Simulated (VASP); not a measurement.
# CaH4 (Pm-3m) in VASP: notebook

One crystal, CaH4, is run at these levels: PBE; tasks: relaxation of cell and atoms.

Program: VASP 6.6.1. These are calculated values, not measurements. Logs are shortened: lines on timing, memory, paths and dates and some standing lists are left out, and cuts for length are marked.

**1. The structure**

Symmetry: Pm-3m, No. 221, cubic system. Conventional cell: a = 4.168 Å, b = 4.168 Å, c = 4.168 Å, α = 90.00°, β = 90.00°, γ = 90.00°. Around Ca (site symmetry m-3m) lie 6 H at 2.08 Å. H (site symmetry 4/mmm) has 2 Ca at 2.08 Å as nearest neighbours. Around H (site symmetry m-3m) lie 12 H at 2.95 Å.

The cell was built by a generator and needn't be a form met in nature.

**2. Relaxation of cell and atoms, PBE, target pressure 5 GPa, at which the enthalpy is minimised**

The input, INCAR:

```
SYSTEM = CaH4
PREC     = Accurate       ! precision mode
ENCUT    = 600            ! plane-wave cutoff, eV
EDIFF    = 1E-7           ! SCF threshold, eV
ISMEAR   = -1             ! smearing method
SIGMA    = 0.05           ! smearing width, eV
LREAL    = .FALSE.        ! projectors in reciprocal space
LASPH    = .TRUE.         ! aspherical terms in the spheres
NELM     = 60             ! most SCF steps
ALGO     = Fast           ! electronic algorithm
ISIF     = 3              ! what is computed and relaxed
LWAVE    = .FALSE.        ! write WAVECAR
LCHARG   = .FALSE.        ! write CHGCAR
GGA      = PE             ! functional
IBRION   = 2              ! ionic algorithm
NSW      = 60             ! ionic steps
EDIFFG   = -0.005         ! ionic threshold
PSTRESS  = 50
```

The input, KPOINTS:

```
Automatic mesh
0
G
  5 5 5
  0 0 0
```

The input, POSCAR:

```
CaH4
1.0
    4.1679800000      0.0000000000      0.0000000000
    0.0000000000      4.1679800000      0.0000000000
    0.0000000000      0.0000000000      4.1679800000
Ca H
1 4
Direct
    0.0000000000      0.0000000000      0.0000000000
    0.5000000000      0.0000000000      0.0000000000
    0.0000000000      0.5000000000      0.0000000000
    0.0000000000      0.0000000000      0.5000000000
    0.5000000000      0.5000000000      0.5000000000
```

Potentials or basis: VASP PAW PBE potentials, release 64 (Ca_sv, H).

Command:

```console
> cat potpaw_PBE.64/Ca_sv/POTCAR potpaw_PBE.64/H/POTCAR > POTCAR
> mpirun -np 1 vasp_std > vasp.out
```

OUTCAR:

```text
SYSTEM = CaH4
   PREC = Accurate
   ENCUT = 600
   EDIFF = 1E-7
   ISMEAR = -1
   LREAL = .FALSE.
   LASPH = .TRUE.
   NELM = 60
   ISIF = 3
   GGA = PE
   IBRION = 2
   NSW = 60
   EDIFFG = -0.005
   PSTRESS = 50

 ion  position               nearest neighbor table
   1  0.000  0.000  0.000-
   2  0.500  0.000  0.000-
   3  0.000  0.500  0.000-
   4  0.000  0.000  0.500-
   5  0.500  0.500  0.500-

  LATTYP: Found a simple cubic cell.
 ALAT       =     4.1679800000

  Lattice vectors:

 A1 = (   4.1679800000,   0.0000000000,   0.0000000000)
 A2 = (   0.0000000000,   4.1679800000,   0.0000000000)
 A3 = (   0.0000000000,   0.0000000000,   4.1679800000)

Analysis of symmetry for initial positions (statically):
=====================================================================
 Subroutine PRICEL returns:
 Original cell was already a primitive cell.

 Routine SETGRP: Setting up the symmetry group for a
 simple cubic supercell.

 Subroutine GETGRP returns: Found 48 space group operations
 (whereof 48 operations were pure point group operations)
 out of a pool of 48 trial point group operations.

The static configuration has the point symmetry O_h .

Analysis of symmetry for dynamics (positions and initial velocities):
=====================================================================
 Subroutine PRICEL returns:
 Original cell was already a primitive cell.

 Routine SETGRP: Setting up the symmetry group for a
 simple cubic supercell.

 Subroutine GETGRP returns: Found 48 space group operations
 (whereof 48 operations were pure point group operations)
 out of a pool of 48 trial point group operations.

The dynamic configuration has the point symmetry O_h .

 Subroutine INISYM returns: Found 48 space group operations
 (whereof 48 operations are pure point group operations),
 and found     1 'primitive' translations

----------------------------------------------------------------------------------------

                                     Primitive cell

  volume of cell :      72.4064

  direct lattice vectors                    reciprocal lattice vectors
     4.167980000  0.000000000  0.000000000     0.239924376  0.000000000  0.000000000
     0.000000000  4.167980000  0.000000000     0.000000000  0.239924376  0.000000000
     0.000000000  0.000000000  4.167980000     0.000000000  0.000000000  0.239924376

  length of vectors
     4.167980000  4.167980000  4.167980000     0.239924376  0.239924376  0.239924376

  position of ions in fractional coordinates (direct lattice)
     0.000000000  0.000000000  0.000000000
     0.500000000  0.000000000  0.000000000
     0.000000000  0.500000000  0.000000000
     0.000000000  0.000000000  0.500000000
     0.500000000  0.500000000  0.500000000

  ion indices of the primitive-cell ions
   primitive index   ion index
                 1           1
                 2           2
                 3           3
                 4           4
                 5           5

----------------------------------------------------------------------------------------

 KPOINTS: Automatic mesh

Automatic generation of k-mesh.
 Grid dimensions read from file:
 generate k-points for:    5    5    5

 Generating k-lattice:

  Cartesian coordinates                     Fractional coordinates (reciprocal lattice)
     0.047984875  0.000000000  0.000000000     0.200000000  0.000000000  0.000000000
     0.000000000  0.047984875  0.000000000     0.000000000  0.200000000  0.000000000
     0.000000000  0.000000000  0.047984875     0.000000000  0.000000000  0.200000000

  Length of vectors
     0.047984875  0.047984875  0.047984875

  Shift w.r.t. Gamma in fractional coordinates (k-lattice)
     0.000000000  0.000000000  0.000000000

 Subroutine IBZKPT returns following result:
 ===========================================

 Found     10 irreducible k-points:

 Following reciprocal coordinates:
            Coordinates               Weight
  0.000000  0.000000  0.000000      1.000000
  0.200000  0.000000  0.000000      6.000000
[... 42 lines left out ...]

 number of electron      14.0000002 magnetization

 Free energy of the ion-electron system (eV)
  ---------------------------------------------------
  ext. energy  EPLUGINS =         0.00000000
  ---------------------------------------------------
  free energy    TOTEN  =       -11.31912588 eV

  energy without entropy =      -11.29862373  energy(sigma->0) =      -11.30887481

------------------------ aborting loop because EDIFF is reached ----------------------------------------

  FORCE on cell =-STRESS in cart. coord.  units (eV):
  Direction    XX          YY          ZZ          XY          YZ          ZX
  --------------------------------------------------------------------------------------
  -------------------------------------------------------------------------------------
  Total        0.0902050      0.0902050      0.0902050     -0.0000000     -0.0000000     -0.0000000
  in kB        1.9960165      1.9960165      1.9960165     -0.0000000     -0.0000000     -0.0000000
  external PRESSURE =     -48.0039835 kB  Pullay stress =      50.0000000 kB

 VOLUME and BASIS-vectors are now :
 -----------------------------------------------------------------------------
  energy-cutoff  :      600.00
  volume of cell :       72.41
      direct lattice vectors                 reciprocal lattice vectors
     4.167980000  0.000000000  0.000000000     0.239924376  0.000000000  0.000000000
     0.000000000  4.167980000  0.000000000     0.000000000  0.239924376  0.000000000
     0.000000000  0.000000000  4.167980000     0.000000000  0.000000000  0.239924376
[... 93 lines left out ...]
  FREE ENERGIE OF THE ION-ELECTRON SYSTEM (eV)
  ---------------------------------------------------
  free  energy   TOTEN  =       -11.1955628280 eV

  energy  without entropy=      -11.1756081207  energy(sigma->0) =      -11.18558547

  enthalpy is  TOTEN    =        -9.2387096130 eV   P V=        1.9568532150

--------------------------------------- Ionic step        4  -------------------------------------------

 number of electron      14.0000002 magnetization

 Free energy of the ion-electron system (eV)
  ---------------------------------------------------
  ext. energy  EPLUGINS =         0.00000000
  ---------------------------------------------------
  free energy    TOTEN  =       -11.15756420 eV

  energy without entropy =      -11.13751939  energy(sigma->0) =      -11.14754179

 E-fermi :  -1.8622     XC(G=0):  -7.7956

 val. band max:       -1.9248535274   @ k =   0.4000   0.4000   0.4000
 cond. band min:      -1.8579147447   @ k =   0.4000   0.4000   0.4000
 fundamental gap:      0.0669387827
 Fermi energy:        -1.8622153718

 k-point     1 :       0.0000    0.0000    0.0000
  band No.  band energies     occupation
      1     -39.6722      2.00000
      2     -20.7334      2.00000
      3     -20.7334      2.00000
      4     -20.7334      2.00000
      5      -6.2270      2.00000
      6      -3.0084      2.00000
      7      -3.0084      2.00000
      8      -0.6269      0.00000
      9       5.6518      0.00000
     10       5.6518      0.00000
     11       5.6518      0.00000

 k-point     2 :       0.2000    0.0000    0.0000
  band No.  band energies     occupation
      1     -39.6695      2.00000
      2     -20.7911      2.00000
      3     -20.7309      2.00000
      4     -20.7309      2.00000
      5      -5.8572      2.00000
      6      -2.9520      2.00000
      7      -2.9437      2.00000
      8      -0.8419      0.00000
      9       4.9508      0.00000
     10       4.9508      0.00000
     11       5.6872      0.00000
[... 132 lines left out ...]
 POSITION                                       TOTAL-FORCE (eV/Angst)
 -----------------------------------------------------------------------------------
      0.00000      0.00000      0.00000         0.000000     -0.000000      0.000000
      1.97251     -0.00000     -0.00000         0.000000      0.000000      0.000000
     -0.00000      1.97251      0.00000        -0.000000      0.000000      0.000000
      0.00000     -0.00000      1.97251         0.000000      0.000000      0.000000
      1.97251      1.97251      1.97251        -0.000000     -0.000000      0.000000
 -----------------------------------------------------------------------------------
    total drift:                                0.000000      0.000000     -0.000000

  FREE ENERGIE OF THE ION-ELECTRON SYSTEM (eV)
  ---------------------------------------------------
  free  energy   TOTEN  =       -11.1575641978 eV

  energy  without entropy=      -11.1375193860  energy(sigma->0) =      -11.14754179

  enthalpy is  TOTEN    =        -9.2415006737 eV   P V=        1.9160635240

 reached required accuracy - stopping structural energy minimisation
```

It took 36 s on 1 thread of Intel Xeon 6975P-C (Granite Rapids), shared host; peak memory 0.21 GiB.

Results:

```
Free energy                                            : -11.1576 eV
Relaxed volume                                         : 12.28 Å³/atom
Relaxed cell                                           : a = 3.945 Å, b = 3.945 Å, c = 3.945 Å, α = 90.00°, β = 90.00°, γ = 90.00°
Space group after relaxing (to 0.05 Å)                 : Pm-3m (No. 221)
Energy change on relaxing (the enthalpy is what falls) : +32.3 meV/atom
Ionic steps                                            : 4
Pressure after relaxing                                : 5.0 GPa
Band gap on the k mesh                                 : none (metal or under the smearing width)
```

The path:
```csv
step,energy change (eV),largest force (eV/Å),pressure (GPa),volume (Å³)
1,0.0000,0.0000,0.20,72.41
2,0.0265,0.0000,1.78,67.95
3,0.1236,0.0000,4.28,62.70
4,0.1616,0.0000,5.05,61.40
```

Final structure:
```yaml
crystal:
  lattice:
    - [3.94503, 0.00000, 0.00000]
    - [0.00000, 3.94503, 0.00000]
    - [0.00000, 0.00000, 3.94503]
  atoms:
    - { symbol: Ca, position: [0.00000, 0.00000, 0.00000] }
    - { symbol: H, position: [0.50000, 0.00000, 0.00000] }
    - { symbol: H, position: [0.00000, 0.50000, 0.00000] }
    - { symbol: H, position: [0.00000, 0.00000, 0.50000] }
    - { symbol: H, position: [0.50000, 0.50000, 0.50000] }
```

Caveat: the cell is relaxed towards a set pressure, so the enthalpy falls and the energy may rise; the volume moved by over 15 % at a fixed basis, so the end points are rough.

**3. Relaxation of cell and atoms, PBE, target pressure 10 GPa, at which the enthalpy is minimised**

Edit INCAR of step 2 so:

```diff
@@ -17,2 +17,2 @@
 EDIFFG   = -0.005         ! ionic threshold
-PSTRESS  = 50
+PSTRESS  = 100
```

KPOINTS is that of step 2.

POSCAR is that of step 2.

Potentials or basis: VASP PAW PBE potentials, release 64 (Ca_sv, H).

Command:

```console
> cat potpaw_PBE.64/Ca_sv/POTCAR potpaw_PBE.64/H/POTCAR > POTCAR
> mpirun -np 1 vasp_std > vasp.out
```

It took 78 s on 1 thread of Intel Xeon 6975P-C (Granite Rapids), shared host; peak memory 0.22 GiB.

Results (log left out):

- Free energy: -10.8569 eV
- Relaxed volume: 10.97 Å³/atom
- Relaxed cell: a = 3.799 Å, b = 3.799 Å, c = 3.799 Å, α = 90.00°, β = 90.00°, γ = 90.00°
- Space group after relaxing (to 0.05 Å): Pm-3m (No. 221)
- Energy change on relaxing (the enthalpy is what falls): +92.5 meV/atom
- Ionic steps: 19
- Pressure after relaxing: 10.0 GPa
- Band gap on the k mesh: none (metal or under the smearing width)

The path:
```tsv
step	energy change (eV)	largest force (eV/Å)	pressure (GPa)	volume (Å³)
1	0.0000	0.0000	0.20	72.41
2	0.1030	0.0000	3.84	63.51
3	0.3515	0.0000	8.31	56.78
4	0.4713	0.0000	10.14	54.70
5	0.4512	0.0000	9.84	55.02
6	0.4513	0.0000	9.84	55.02
7	0.4515	0.0000	9.84	55.01
8	0.4515	0.0000	9.84	55.01
9	0.4515	0.0000	9.84	55.01
10	0.4515	0.0000	9.84	55.01
11	0.4516	0.0000	9.84	55.01
12	0.4516	0.0000	9.84	55.01
13	0.4517	0.0000	9.84	55.01
14	0.4519	0.0000	9.84	55.01
15	0.4522	0.0000	9.84	55.00
16	0.4529	0.0000	9.86	54.99
17	0.4542	0.0000	9.88	54.97
18	0.4569	0.0000	9.92	54.93
19	0.4623	0.0000	10.00	54.84
```

Final structure:
```yaml
crystal:
  lattice:
    - [3.79927, 0.00000, 0.00000]
    - [0.00000, 3.79927, 0.00000]
    - [0.00000, 0.00000, 3.79927]
  atoms:
    - { symbol: Ca, position: [0.00000, 0.00000, 0.00000] }
    - { symbol: H, position: [0.50000, 0.00000, 0.00000] }
    - { symbol: H, position: [0.00000, 0.50000, 0.00000] }
    - { symbol: H, position: [0.00000, 0.00000, 0.50000] }
    - { symbol: H, position: [0.50000, 0.50000, 0.50000] }
```

Levels at points of the mesh, in eV from the Fermi level:
```
           k point  band 4  band 5  band 6  band 7  band 8  band 9  band 10  band 11
(0.00, 0.00, 0.00)  -18.76   -4.88   -1.51   -1.51    1.44    7.70     7.70     7.70
```

Caveat: the cell is relaxed towards a set pressure, so the enthalpy falls and the energy may rise; the volume moved by over 15 % at a fixed basis, so the end points are rough.

**4. Relaxation of cell and atoms, PBE, target pressure 20 GPa, at which the enthalpy is minimised**

Edit INCAR of step 3 so:

```diff
@@ -17,2 +17,2 @@
 EDIFFG   = -0.005         ! ionic threshold
-PSTRESS  = 100
+PSTRESS  = 200
```

KPOINTS is that of step 3.

POSCAR is that of step 3.

Command:

```console
> cat potpaw_PBE.64/Ca_sv/POTCAR potpaw_PBE.64/H/POTCAR > POTCAR
> mpirun -np 1 vasp_std > vasp.out
```

It took 81 s on 1 thread of Intel Xeon 6975P-C (Granite Rapids), shared host; peak memory 0.22 GiB.

It converged, with:

```yaml
Free_energy: -10.1210 eV
Relaxed_volume: 9.35 Å³/atom
Relaxed_cell: a = 3.602 Å, b = 3.602 Å, c = 3.602 Å, α = 90.00°, β = 90.00°, γ = 90.00°
Space_group_after_relaxing_to_0.05_Å: Pm-3m (No. 221)
Energy_change_on_relaxing_the_enthalpy_is_what_falls: +239.6 meV/atom
Ionic_steps: 18
Pressure_after_relaxing: 20.1 GPa
Band_gap_on_the_k_mesh: none (metal or under the smearing width)
```

The path:
| step | energy change (eV) | largest force (eV/Å) | pressure (GPa) | volume (Å³) |
| --- | --- | --- | --- | --- |
| 1 | 0.0000 | 0.0000 | 0.20 | 72.41 |
| 2 | 0.4387 | 0.0000 | 9.65 | 55.22 |
| 3 | 0.9724 | 0.0000 | 17.10 | 48.70 |
| 4 | 1.2077 | 0.0000 | 20.19 | 46.67 |
| 5 | 1.1529 | 0.0000 | 19.48 | 47.11 |
| 6 | 1.1534 | 0.0000 | 19.48 | 47.11 |
| 7 | 1.1548 | 0.0000 | 19.50 | 47.10 |
| 8 | 1.1548 | 0.0000 | 19.50 | 47.10 |
| 9 | 1.1549 | 0.0000 | 19.50 | 47.10 |
| 10 | 1.1549 | 0.0000 | 19.50 | 47.10 |
| 11 | 1.1551 | 0.0000 | 19.50 | 47.09 |
| 12 | 1.1555 | 0.0000 | 19.51 | 47.09 |
| 13 | 1.1561 | 0.0000 | 19.52 | 47.09 |
| 14 | 1.1575 | 0.0000 | 19.54 | 47.08 |
| 15 | 1.1601 | 0.0000 | 19.57 | 47.05 |
| 16 | 1.1655 | 0.0000 | 19.64 | 47.01 |
| 17 | 1.1763 | 0.0000 | 19.78 | 46.92 |
| 18 | 1.1981 | 0.0000 | 20.06 | 46.75 |

Final structure:
```
Ca H
1.0
     3.60232    0.00000    0.00000
     0.00000    3.60232    0.00000
     0.00000    0.00000    3.60232
Ca H
1 4
Direct
  0.00000 0.00000 0.00000
  0.50000 0.00000 0.00000
  0.00000 0.50000 0.00000
  0.00000 0.00000 0.50000
  0.50000 0.50000 0.50000
```

Levels at points of the mesh, in eV from the Fermi level:
| k point | band 3 | band 4 | band 5 | band 6 | band 7 | band 8 | band 9 | band 10 | band 11 |
| --- | --- | --- | --- | --- | --- | --- | --- | --- | --- |
| (0.00, 0.00, 0.00) | -18.73 | -18.73 | -5.70 | -2.17 | -2.17 | 1.76 | 7.89 | 7.89 | 7.89 |

Caveat: the cell is relaxed towards a set pressure, so the enthalpy falls and the energy may rise; the volume moved by over 15 % at a fixed basis, so the end points are rough.

**5. Relaxation of cell and atoms, PBE, target pressure 30 GPa, at which the enthalpy is minimised**

Edit INCAR of step 4 so:

```diff
@@ -17,2 +17,2 @@
 EDIFFG   = -0.005         ! ionic threshold
-PSTRESS  = 200
+PSTRESS  = 300
```

KPOINTS is that of step 4.

POSCAR is that of step 4.

Command:

```console
> cat potpaw_PBE.64/Ca_sv/POTCAR potpaw_PBE.64/H/POTCAR > POTCAR
> mpirun -np 1 vasp_std > vasp.out
```

It took 84 s on 1 thread of Intel Xeon 6975P-C (Granite Rapids), shared host; peak memory 0.21 GiB.

It converged, with:

- Free energy: -9.3491 eV
- Relaxed volume: 8.35 Å³/atom
- Relaxed cell: a = 3.469 Å, b = 3.469 Å, c = 3.469 Å, α = 90.00°, β = 90.00°, γ = 90.00°
- Space group after relaxing (to 0.05 Å): Pm-3m (No. 221)
- Energy change on relaxing (the enthalpy is what falls): +394.0 meV/atom
- Ionic steps: 17
- Pressure after relaxing: 30.0 GPa
- Band gap on the k mesh: none (metal or under the smearing width)

The path:
```csv
step,energy change (eV),largest force (eV/Å),pressure (GPa),volume (Å³)
1,0.0000,0.0000,0.20,72.41
2,1.0844,0.0000,18.58,47.69
3,1.7487,0.0000,27.14,42.98
4,1.9825,0.0000,30.13,41.67
5,1.8889,0.0000,28.93,42.18
6,1.8903,0.0000,28.95,42.17
7,1.8944,0.0000,29.00,42.15
8,1.8944,0.0000,29.00,42.15
9,1.8946,0.0000,29.00,42.15
10,1.8949,0.0000,29.01,42.15
11,1.8955,0.0000,29.01,42.14
12,1.8966,0.0000,29.03,42.14
13,1.8990,0.0000,29.06,42.13
14,1.9036,0.0000,29.12,42.10
15,1.9130,0.0000,29.24,42.05
16,1.9319,0.0000,29.48,41.95
17,1.9700,0.0000,29.97,41.74
```

Final structure:
```
Ca H
1.0
     3.46884    0.00000    0.00000
     0.00000    3.46884    0.00000
     0.00000    0.00000    3.46884
Ca H
1 4
Cartesian
  0.0000 0.0000 0.0000
  1.7344 0.0000 0.0000
  0.0000 1.7344 0.0000
  0.0000 0.0000 1.7344
  1.7344 1.7344 1.7344
```

Levels at points of the mesh, in eV from the Fermi level:
| k point | band 3 | band 4 | band 5 | band 6 | band 7 | band 8 | band 9 | band 10 | band 11 |
| --- | --- | --- | --- | --- | --- | --- | --- | --- | --- |
| (0.00, 0.00, 0.00) | -18.83 | -18.83 | -6.34 | -2.75 | -2.75 | 2.00 | 7.94 | 7.94 | 7.94 |

Caveat: the cell is relaxed towards a set pressure, so the enthalpy falls and the energy may rise; the volume moved by over 15 % at a fixed basis, so the end points are rough.

**6. For comparison**

An earlier run on the cell as given: functional PBE; potentials or basis VASP PAW PBE potentials, release 64 (Ca_sv, H); cutoff 520 eV; k mesh 7 × 7 × 7; occupations fermi-dirac, width 0.05 eV; no spin polarisation.

- Pressure: 0.0 GPa
- Band gap on the k mesh: none (metal or under the smearing width)

**7. Overview**

| task | cell | k mesh | cutoff (eV) | target pressure | gap on the mesh (eV) | pressure (GPa) |
| --- | --- | --- | --- | --- | --- | --- |
| relaxation of cell and atoms | relaxed to 5 GPa | 5 × 5 × 5 | 600 | 5 GPa | none | 5.0 |
| relaxation of cell and atoms | relaxed to 10 GPa | 5 × 5 × 5 | 600 | 10 GPa | none | 10.0 |
| relaxation of cell and atoms | relaxed to 20 GPa | 5 × 5 × 5 | 600 | 20 GPa | none | 20.1 |
| relaxation of cell and atoms | relaxed to 30 GPa | 5 × 5 × 5 | 600 | 30 GPa | none | 30.0 |
| single point | as given | 7 × 7 × 7 | 520 | - | none | 0.0 |

Alike in all rows: level PBE; potentials or basis VASP PAW PBE potentials, release 64 (Ca_sv, H); no spin polarisation; smearing fermi-dirac 0.05 eV.

Caveats: the cell is relaxed towards a set pressure, so the enthalpy falls and the energy may rise (some runs); the volume moved by over 15 % at a fixed basis, so the end points are rough (some runs).

Absolute energies hang on the potentials; compare differences alone.
